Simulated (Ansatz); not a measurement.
# Rh: what SCF settings change, part 2 of 2

Wanted: the cost and the effect of other mixers, smearings and limits on one cell of Rh. We look at Rh: the coordinates of a database entry, unrelaxed (space group Fm-3m), with 1 atom per cell. Source: COD entry 2100454.

Ansatz 0.2.0; DFT PBE, PAW, plane waves, scalar-relativistic.

## 9. Direct minimisation

The input, input.yaml:

```yaml
crystal:
  lattice:
    - [0.0, 1.79548, 1.79548]
    - [1.79548, 0.0, 1.79548]
    - [1.79548, 1.79548, 0.0]
  atoms:
    - { symbol: Rh, position: [0.0, 0.0, 0.0] }
hamiltonian:
  xc: pbe
  pseudopotentials: { kind: paw }
basis:
  ecutwfc: 420
kpoints:
  mp_grid: { grid: [14, 14, 14] }
scf:
  occupations: { method: fermi_dirac, width: 0.1 }
  lower_state_search: "off"
  algorithm: direct_min
  max_iter: 150
output:
  forces: true
  stress: true
```

Started as:

```
ansatz run input.yaml --threads 2 --pin off --max-ram 5120MiB --backend cpu --events-out ev --progress --plain --runs-dir out
```

Standard output:

```text
[... 20 lines as in an earlier run ...]
SCF iter   1: F=—  HF=-6402.388406 eV  |F-HF|=—  |Δ(HF+E_count)|=         —  Δρ=4.09e-3  dr2=6.36e-4  ethr=1.77e-3  ⟨swp⟩=6.7  Hψ=5765  notcnv=0
preconditioner: auto → none  [metal: Δε(μ)=0.029 eV  Ē_g=16.080 eV  σ=0.100 eV  W_gap=0.07  n_scr=0 (ndim 8)  ℏωp=32.7 eV  f_vac=0.000  D(μ)=0.91/eV (n_scr^D=14)]
iter 2 solved again at ethr=7.17e-8 eV; its pass at ethr=3.74e-6 eV (dr2=1.22e-5 eV) is discarded
SCF iter   2: F=—  HF=-6402.388876 eV  |F-HF|=—  |Δ(HF+E_count)|=   4.70e-4  Δρ=4.05e-4  dr2=1.21e-5  ethr=7.17e-8  ⟨swp⟩=2.6  Hψ=5542  notcnv=0
SCF iter   3: F=—  HF=-6402.388873 eV  |F-HF|=—  |Δ(HF+E_count)|=   3.34e-6  Δρ=7.56e-5  dr2=3.64e-7  ethr=7.12e-8  ⟨swp⟩=3.0  Hψ=2799  notcnv=0
SCF iter   4: F=-6402.388873 eV  HF=-6402.388873 eV  |F-HF|=1.82e-11  |Δ(HF+E_count)|=   1.11e-7  Δρ=1.93e-6  dr2=1.64e-10  ethr=2.14e-9  ⟨swp⟩=2.0  Hψ=2313  notcnv=0
the search or the solves at the SCF's close may have found levels that the self-consistency loop had missed (the run counts none). By its estimate they hold under 1e-12 electrons; where the run keeps them, the occupations were computed again with them
SCF 1 converged in 4 iterations: F = -6402.388873 eV  dr2 = 1.64e-10
  Residual-converged pass: ⟨swp⟩=3.0  Hψ=2990  notcnv=0  max |occ|·‖R‖ = 6.1e-6 eV (tolerance 6.7e-6 eV)  dr2=1.48e-10  dr2_onsite=1.80e-11  max |Δocc| = 5.0e-10
SCF converged after 4 iterations
Stability not checked: this state was not tested for a lower state beside it, because a direct minimisation reached the state, and no test of it is asked (direct_minimisation; see scf.lower_state_search)
Free energy (F): -6402.388873 eV
Harris-Foulkes:  -6402.388873 eV  (|F-HF|=1.82e-11)
Internal energy: -6402.358274 eV  (E = F + TS)
E sigma→0 (E₀):  -6402.373574 eV
Entropy (-TS):   -0.030598 eV (-30.598 meV/atom)
Fermi energy:    27.777581 eV
[... 28 lines left out: energy terms, forces, stress, bands ...]
```

Wall time 1.3 s (2 threads of Arm Neoverse V1, shared host); peak memory 0.28 GiB.

Compared with step 2: the same free energy; 4 iterations in place of 6.

## 10. Methfessel–Paxton smearing, width 1.2 eV

input.yaml: that of step 9 with these lines changed.

```diff
@@ -15,6 +15,5 @@
 scf:
-  occupations: { method: fermi_dirac, width: 0.1 }
+  occupations: { method: methfessel_paxton, width: 1.2 }
   lower_state_search: "off"
-  algorithm: direct_min
-  max_iter: 150
+  max_iter: 100
 output:
```

Started as:

```
ansatz run input.yaml --threads 2 --pin off --max-ram 5120MiB --backend cpu --events-out ev --progress --plain --runs-dir out
```

Standard output:

```text
band count auto-derived: 14 (N_el = 17.0; filled up to band 9; 13 by the electrons, moments and atoms)
[... 10 lines as in an earlier run ...]
Bands: 14, of which v1, the nominal top of the filled ones, is band 9 counted from 1 (8 counted from 0)
[... 9 lines as in an earlier run ...]
SCF iter   1: F=—  HF=-6402.377452 eV  |F-HF|=—  |Δ(HF+E_count)|=         —  Δρ=5.15e-3  dr2=9.70e-4  ethr=1.77e-3  ⟨swp⟩=4.5  Hψ=7032  notcnv=0
preconditioner: auto → none  [metal: Δε(μ)=0.020 eV  Ē_g=18.166 eV  σ=1.200 eV  W_gap=0.01  n_scr=0 (ndim 8)  ℏωp=32.7 eV  f_vac=0.000  D(μ)=1.09/eV (n_scr^D=14)]
SCF iter   2: F=—  HF=-6402.377562 eV  |F-HF|=—  |Δ(HF+E_count)|=   1.10e-4  S|Δr|=    0.00e0  Δρ=2.37e-3  dr2=1.35e-4  ethr=5.71e-6  ⟨swp⟩=2.0  Hψ=2605  notcnv=0
SCF iter   3: F=—  HF=-6402.377635 eV  |F-HF|=—  |Δ(HF+E_count)|=   7.36e-5  S|Δr|=    0.00e0  Δρ=1.00e-3  dr2=2.74e-5  ethr=7.94e-7  ⟨swp⟩=2.7  Hψ=2334  notcnv=0
SCF iter   4: F=—  HF=-6402.377659 eV  |F-HF|=—  |Δ(HF+E_count)|=   2.39e-5  S|Δr|=    0.00e0  Δρ=1.14e-4  dr2=5.47e-7  ethr=1.61e-7  ⟨swp⟩=2.3  Hψ=1711  notcnv=0
SCF iter   5: F=-6402.377660 eV  HF=-6402.377660 eV  |F-HF|=4.72e-9  |Δ(HF+E_count)|=   3.39e-7  S|Δr|=    0.00e0  Δρ=1.37e-5  dr2=1.15e-8  ethr=5.88e-10  ⟨swp⟩=4.6  Hψ=4846  notcnv=0
SCF 1 converged in 5 iterations: F = -6402.377660 eV  dr2 = 1.15e-8
SCF converged after 5 iterations
Stability not checked: this state was not tested for a lower state beside it, because cold or Methfessel-Paxton smearing, or corrected tetrahedra, fill the levels in a way that the test cannot read (fill_not_monotonic; see scf.lower_state_search)
Free energy (F): -6402.377660 eV
Harris-Foulkes:  -6402.377660 eV  (|F-HF|=4.72e-9)
Internal energy: -6402.326404 eV  (E = F + TS)
E sigma→0 (E₀):  -6402.364846 eV
Entropy (-TS):   -0.051255 eV (-51.255 meV/atom)
Fermi energy:    27.723755 eV
Step filling:    the computed levels leave a gap of 0.0000 eV = 0.0 smearing widths at the electron count; against every level under it full and every level over it empty, smearing changes F+E_penalty+E_count by -4.670 meV and its σ→0 estimate by +8.144 meV
--- Per-component energies (eV) ---
  E_band       = -5.520964
  E_kinetic    = 581.231308
  E_local      = -1352.223253  (includes V_loc(G=0)·N_el)
  E_nonlocal   = 355.326590
  E_hartree    = 482.175910
  E_xc         = -224.676260
  E_vxc        = -282.375604  (∫ρ·V_xc dr)
  E_paw        = -3587.505407  (= ΣΔE_a)
  E_vpaw       = -271.836770  (= ΣTr[D̂ρ^β])
  E_aug_tail   = 0.000902  (compensation charges beyond the density's cutoff)
  E_ewald      = -2656.656195
  E_smearing   = -0.051255  (= −TS)
  E_closure    = -0.000000  (closes the sum)
  Σ components = -6402.377660   (vs F -6402.377660, Δ=0.00e0)
--- Forces (eV/Å), atoms counted from 1 ---
  atom   1  Rh    -0.00000000     0.00000000     0.00000000
  max |Σ_I F_I| component: 1.23e-32 eV/Å
--- Stress (GPa, compression-positive) ---
       82.497234       0.000000      -0.000000
       -0.000000      82.497234       0.000000
        0.000000      -0.000000      82.497234
  P = ⅓ Tr σ = 82.4972 GPa (824.972 kbar)
```

It took 0.62 s on 2 threads of Arm Neoverse V1, shared host; peak memory 0.26 GiB.

Compared with step 2: free energy shifted by +11.2 meV/atom, zero-width estimate shifted by +8.7 meV/atom, pressure 82.5 GPa against 81.6; 5 iterations in place of 6.

## 11. Comparison

```tsv
step	settings	iterations	time	against the default run
2	default SCF settings	6	0.67 s	reference
3	Broyden, β 0.5, history 3, no preconditioner	5	0.61 s	the same free energy
4	Broyden, β 0.7, history 2, no preconditioner	5	0.6 s	the same free energy
5	Fermi–Dirac width 0.01 eV, no switch to direct minimisation	6	0.67 s	free energy shifted by +15.7 meV/atom, zero-width estimate shifted by +0.6 meV/atom, pressure 81.3 GPa against 81.6
6	one k-point (Gamma), no switch to direct minimisation	7	0.22 s	free energy shifted by -4757 meV/atom, pressure 163.1 GPa against 81.6
7	Broyden, β 0.3, history 16, no preconditioner	6	0.66 s	the same free energy
8	Fermi–Dirac width 0.0005 eV, no switch to direct minimisation	6	0.67 s	free energy shifted by +15.9 meV/atom, zero-width estimate shifted by +0.6 meV/atom, pressure 81.3 GPa against 81.6
9	direct minimisation	4	1.3 s	the same free energy
10	Methfessel–Paxton smearing, width 1.2 eV	5	0.62 s	free energy shifted by +11.2 meV/atom, zero-width estimate shifted by +8.7 meV/atom, pressure 82.5 GPa against 81.6
```

Decimal logarithm of the largest residual (eV) by iteration, counted through all cycles of a run (8 of the 9 runs):

```csv
iteration,step 2,step 3,step 4,step 5,step 6,step 7,step 8,step 9
1,-3.2,-3.2,-3.2,-3.1,0.1,-3.2,-3.1,-3.2
2,-4.1,-4.1,-3.9,-4.0,-0.5,-3.7,-4.0,-4.9
3,-4.7,-4.7,-4.7,-4.7,-3.6,-4.4,-4.7,-6.4
4,-6.6,-6.5,-6.8,-6.5,-4.4,-6.2,-6.6,-9.8
5,-8.1,-7.8,-8.3,-8.0,-5.9,-6.7,-8.1,-
6,-9.2,-,-,-9.1,-6.9,-9.4,-9.3,-
7,-,-,-,-,-9.4,-,-,-
```

## 12. Outcome

This closing draws on all 2 parts.

```
                                                                                             quantity                                                                   value
                                                                                          default run                                 6 iterations, with no gap on the k-mesh
fewest iterations to that state among the runs shown (an iteration of direct minimisation costs more)                                                 4 (direct minimisation)
                                                                                most iterations to it                       6 (Broyden, β 0.3, history 16, no preconditioner)
                                          runs that end in another state, among changes of path alone                                                                       0
                               largest shift of the free energy by occupations, cutoff, mesh or field  -4757 meV/atom (one k-point (Gamma), no switch to direct minimisation)
```

5 runs solve the same problem and reach the default's state, in 4 to 6 iterations: there the settings change the path, not the answer. Occupations, cutoff, mesh and fields change the problem that is solved, not just the path; the largest shift here is that of “one k-point (Gamma), no switch to direct minimisation”. Other settings tried on this cell gave no result: cutoff 60 eV (input refused); fixed occupations (input refused). Counts include iterations that the program adds to test a close, so a difference of one or two ranks nothing. The starting density is a sum of atomic densities corrected by a trained network, so it is already close to self-consistency. Forces or pressure are large in this cell, so the entry is far from the computed equilibrium and may be faulty or of a sample under other conditions.
